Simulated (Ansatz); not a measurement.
An input for the plane-wave PAW code Ansatz:

```yaml
crystal:
  lattice:
    - [2.0066442162, 1.1585365784, 8.3443003359]
    - [-2.0066442162, 1.1585365784, 8.3443003359]
    - [0.0, -2.3170731568, 8.3443003359]
  atoms:
    - { symbol: In, position: [0.0, 0.0, 0.0] }
    - { symbol: In, position: [0.1122, 0.1122, 0.1122] }
    - { symbol: Se, position: [0.6155, 0.6155, 0.6155] }
    - { symbol: Se, position: [0.83, 0.83, 0.83] }
basis:
  ecutwfc: 420
  ecutrho_ratio: 4
kpoints:
  mp_grid: { grid: [6, 6, 6] }
hamiltonian:
  xc: pbe
scf:
  occupations: { method: gaussian, width: 0.05 }
output:
  forces: true
  stress: true
  eigenvalues: true
relax:
  f_tol: 0.03
  max_steps: 60
  cell: { stress_tol: 0.3 }
```

Launched as:
```sh
ansatz run input.yaml --threads 4 --pin off --max-ram 7168MiB --backend cpu --events-out ev --progress --plain --runs-dir out
```

The chain of runs began from a cell from COD that may be a prediction, expanded in volume.

**Question.** Predict the main results.

**Answer.** Final volume 32.91 Å³/atom, energy lowered by 19.6 meV/atom, pressure 0.1 GPa, gap on the mesh 0.65 eV (PBE, scalar-relativistic).

What the program printed, in part:

```
Pseudopotentials: kind: paw
Pseudopotential: In, paw, valence charge 13, recommended cutoff 420 eV (normal), In.paw.azcp
Pseudopotential: Se, paw, valence charge 16, recommended cutoff 420 eV (normal), Se.paw.azcp
Crystal: 4 atoms, lattice volume = 116.392 Å³
Basis set: ecut = 420 eV, 2295 PW (Γ), FFT grids on a1−a3, a2−a3, a3, exchange–correlation on 54×54×120 points (8 copies of the dense FFT grid, shifted against one another)
Bands: 35, of which v1, the nominal top of the filled ones, is band 29 counted from 1 (28 counted from 0)
Symmetry: 6 space group operations
Space group: R3m (ITA 160), of the structure as read, at distance tolerance 4.9e-5 Å
k-points: 32 of 216 (time reversal used)
Initial density: superposition of atomic densities (neutral atoms: chi_scale 0, normalization atom), corrected by the library's trained network
Initial wavefunctions: pseudopotential atomic-orbital guess
Functional: x = pbe(κ = 0.804, μ = 0.21951), c = pbe(β = 0.06672)
```

```
SCF iter   1: F=—  HF=-22135.870197 eV  |F-HF|=—  |Δ(HF+E_count)|=         —  Δρ=1.60e-3  dr2=8.40e-3
SCF iter   2: F=—  HF=-22135.866338 eV  |F-HF|=—  |Δ(HF+E_count)|=   3.86e-3  Δρ=7.67e-4  dr2=5.83e-4
SCF iter   3: F=—  HF=-22135.866367 eV  |F-HF|=—  |Δ(HF+E_count)|=   2.90e-5  Δρ=3.76e-4  dr2=1.50e-4
SCF iter   4: F=—  HF=-22135.866466 eV  |F-HF|=—  |Δ(HF+E_count)|=   9.88e-5  Δρ=8.93e-5  dr2=1.07e-5
SCF iter   5: F=—  HF=-22135.866472 eV  |F-HF|=—  |Δ(HF+E_count)|=   6.43e-6  Δρ=2.40e-5  dr2=1.43e-6
SCF iter   6: F=—  HF=-22135.866473 eV  |F-HF|=—  |Δ(HF+E_count)|=   4.28e-7  Δρ=8.50e-6  dr2=1.22e-7
SCF iter   7: F=-22135.866473 eV  HF=-22135.866473 eV  |F-HF|=5.49e-9  |Δ(HF+E_count)|=   1.79e-7  Δρ=2.12e-6  dr2=5.95e-9
SCF 1 converged in 7 iterations: F = -22135.866473 eV  dr2 = 5.95e-9
relax step   1: F+E_penalty+E_count = -22135.86647278 eV  Δ(F+E_penalty+E_count) = +0.000e0 eV  max|allowed force component| = 1.775e-1 eV/Å  Δτ_max = 0.0000 Å  P = +2.348 GPa  Ω = 116.392 Å³  (7 SCF iters, dr2 threshold 1.00e-7 eV, accepted)
SCF iter   1: F=—  HF=-22136.045385 eV  |F-HF|=—  |Δ(HF+E_count)|=         —  Δρ=1.44e-2  dr2=5.17e-1
...
SCF 2 converged in 8 iterations: F = -22135.915472 eV  dr2 = 5.70e-8
SCF 3 converged in 7 iterations: F = -22135.935589 eV  dr2 = 6.33e-8
SCF 4 converged in 5 iterations: F = -22135.939997 eV  dr2 = 3.87e-7
SCF 5 converged in 6 iterations: F = -22135.941833 eV  dr2 = 1.09e-7
SCF 6 converged in 8 iterations: F = -22135.942704 eV  dr2 = 1.40e-9
...
SCF iter   5: F=—  HF=-22135.944973 eV  |F-HF|=—  |Δ(HF+E_count)|=   1.76e-5  Δρ=4.58e-6  dr2=2.05e-8
SCF iter   6: F=—  HF=-22135.944974 eV  |F-HF|=—  |Δ(HF+E_count)|=   6.94e-7  Δρ=1.20e-6  dr2=4.65e-9
SCF iter   7: F=-22135.944974 eV  HF=-22135.944974 eV  |F-HF|=8.51e-10  |Δ(HF+E_count)|=   1.10e-8  Δρ=4.41e-7  dr2=1.06e-9
SCF 7 converged in 7 iterations: F = -22135.944974 eV  dr2 = 1.06e-9
```

```
SCF converged after 7 iterations
Free energy (F): -22135.944974 eV
E sigma→0 (E₀):  -22135.944974 eV
Fermi energy:    5.934948 eV
--- Forces (eV/Å), atoms counted from 1 ---
  atom   1  In     0.00000000     0.00000000    -0.01578907
  atom   2  In     0.00000000     0.00000000     0.01561479
  atom   3  Se     0.00000000     0.00000000    -0.00603771
  atom   4  Se     0.00000000     0.00000000     0.00620676
--- Stress (GPa, compression-positive) ---
        0.099320       0.000000       0.000000
        0.000000       0.099320       0.000000
        0.000000       0.000000       0.174523
  P = ⅓ Tr σ = 0.1244 GPa (1.244 kbar)
--- Band table (eV; the first three rows and the last of 32) ---
  k-point 0: bands = ["-41.5132", "-41.5132", "-41.5125", "-41.5125", "-41.4801", "-41.4801", "-41.4796", "-41.4796", "-41.4682", "-41.4677", "-8.8617", "-8.6867", "-8.6867", "-8.6095", "-8.6095", "-8.6025", "-8.6025", "-8.4380", "-8.4380", "-8.4042", "-7.3196", "-7.1246", "-0.1425", "2.3832", "4.6129", "4.6129", "4.6397", "4.6397", "4.7038", "7.0444", "7.7967", "10.0695", "10.0695", "11.2860", "11.2860"]
  k-point 1: bands = ["-41.5132", "-41.5131", "-41.5125", "-41.5124", "-41.4801", "-41.4801", "-41.4796", "-41.4796", "-41.4681", "-41.4677", "-8.8628", "-8.7540", "-8.6880", "-8.6840", "-8.6085", "-8.5936", "-8.5904", "-8.4709", "-8.4400", "-8.3507", "-7.0781", "-6.9044", "-0.0209", "2.0484", "3.3747", "3.9490", "4.3246", "4.3791", "4.9735", "7.7033", "8.4734", "9.3786", "10.2916", "10.4733", "11.7734"]
  k-point 2: bands = ["-41.5132", "-41.5130", "-41.5125", "-41.5123", "-41.4801", "-41.4801", "-41.4797", "-41.4796", "-41.4681", "-41.4677", "-8.9135", "-8.8073", "-8.8059", "-8.6834", "-8.6201", "-8.5618", "-8.5609", "-8.4891", "-8.4435", "-8.3031", "-6.5695", "-6.4428", "-0.0565", "1.0212", "2.4713", "3.7060", "3.8470", "3.9268", "4.7675", "7.4834", "7.7308", "9.7219", "9.9263", "10.4392", "12.1473"]
  k-point 31: bands = ["-41.5132", "-41.5132", "-41.5125", "-41.5125", "-41.4801", "-41.4801", "-41.4796", "-41.4796", "-41.4682", "-41.4677", "-8.8616", "-8.6868", "-8.6868", "-8.6095", "-8.6095", "-8.6025", "-8.6025", "-8.4380", "-8.4380", "-8.4054", "-7.2480", "-7.1995", "-0.0109", "1.9763", "4.5674", "4.5674", "4.6873", "4.6873", "5.6089", "6.2609", "7.8514", "10.0411", "10.0411", "11.3318", "11.3318"]
--- Relaxed structure (6 steps of the walk, 6 accepted, 1 SCFs on fresh bases) ---
  F+E_penalty+E_count = -22135.94497400 eV   max|allowed force component| = 1.579e-2 eV/Å   (the final SCF, on the basis selected at the relaxed cell)
  cell:  # Å, volume = 131.6252 Å³
    - [2.04337, 1.17974, 9.10023]
    - [-2.04337, 1.17974, 9.10023]
    - [0.00000, -2.35949, 9.10023]
  atoms:
    - { symbol: In, position: [0.00445, 0.00445, 0.00445] }
    - { symbol: In, position: [0.10774, 0.10774, 0.10774] }
    - { symbol: Se, position: [0.62455, 0.62455, 0.62455] }
    - { symbol: Se, position: [0.82097, 0.82097, 0.82097] }
```

Run time: 21 s on 4 threads of Arm Neoverse V2 (shared host), peak memory 0.49 GiB.

Absolute energies hang on the potentials; compare differences alone.

Semilocal functionals underestimate band gaps, commonly by a third or more. The structure is built of weakly bound layers, and this functional has no dispersion term, so their spacing and all that hangs on it (volume, the soft elastic constants, low modes, dielectric constants) are poorly given. The k-mesh is coarse, so small energy differences aren't converged.
